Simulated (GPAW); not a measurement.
Runs of GPAW 26.7.0 on TaS2. Symmetry: P-3m1, No. 164, trigonal system. Conventional cell: a = 3.350 Å, b = 3.350 Å, c = 5.860 Å, α = 90.00°, β = 90.00°, γ = 120.00°. Ta (site symmetry -3m) has 6 S at 2.43 Å as nearest neighbours. Around S (site symmetry 3m) lie 3 Ta at 2.43 Å. 

```tsv
task	level	potentials or basis	spin	cell	k mesh	smearing	eigensolver	optimizer	fmax	max steps	target pressure	gap on the mesh (eV)	pressure (GPa)	largest force (eV/Å)
relaxation of cell and atoms	BLYP+D4	PAW data sets generated in the run's folder for this functional, pw	off	relaxed to 2 GPa	9 × 9 × 5	fermi-dirac 0.05 eV	davidson	BFGS	0.01 eV/Å	40	2 GPa	none	2.0	0.01
single point	LDA	the program's PAW data sets (release 1.2.1) made for this functional, pw	off	as given	9 × 9 × 5	gaussian 0.05 eV	-	-	-	-	-	none	1.3	0.77
relaxation of cell and atoms	PBEint	PAW data sets generated in the run's folder for this functional, pw	off	relaxed to 1 GPa	7 × 7 × 4	fermi-dirac 0.05 eV	-	LBFGS	0.02 eV/Å	40	1 GPa	none	1.1	0.01
band structure	RPBE+D3(BJ)	the program's PAW data sets (release 1.2.1) made for this functional, pw	SOC, no magnetisation	as given	7 × 7 × 4	fermi-dirac 0.02 eV	-	-	-	-	-	-	(c)	0.95
single point	revPBE+D4	the program's PAW data sets (release 1.2.1) made for this functional, pw	off	as given	9 × 9 × 5	gaussian 0.05 eV	-	-	-	-	-	none	6.0	1.38
single point	PBEsol	PAW data sets generated in the run's folder for this functional, pw	off	as given	9 × 9 × 5	gaussian 0.05 eV	-	-	-	-	-	none	(b)	1.04
band structure	r2SCAN	GPAW PAW data sets (gpaw-data 1.2.1), pw	off	as given	9 × 9 × 5	fermi-dirac 0.05 eV	-	-	-	-	-	-	(a)	1.02
```

Alike in all rows: cutoff (eV) 600.

**Question.** Estimate the missing entries.

**Answer.** (a) 8.0; (b) 4.7; (c) -6.1.

Caveats: later steps reuse the first step's grids (some runs); forces of over 1 eV/Å show positions far from the minimum, so gaps and moduli don't describe the material at rest (some runs); spin-orbit coupling was added after a scalar SCF, so levels and gaps hold it while energy, forces, pressure and moments don't (some runs); this program's spin-orbit splittings come out too wide for heavy elements (some runs); this functional lacks dispersion, which binds the layers, so the pressure and a relaxed spacing across them are unreliable (some runs); the PAW data sets were made with another functional, which shifts forces and pressure a little (some runs); spin-orbit coupling is left out, which moves the levels of the heavy elements (some runs).

A k mesh can miss the band edges, and rows without SOC leave out spin-orbit coupling on Ta.

A gap of «none» marks a metal or a gap under the smearing width.

Runs at the PBE level aren't shown here.
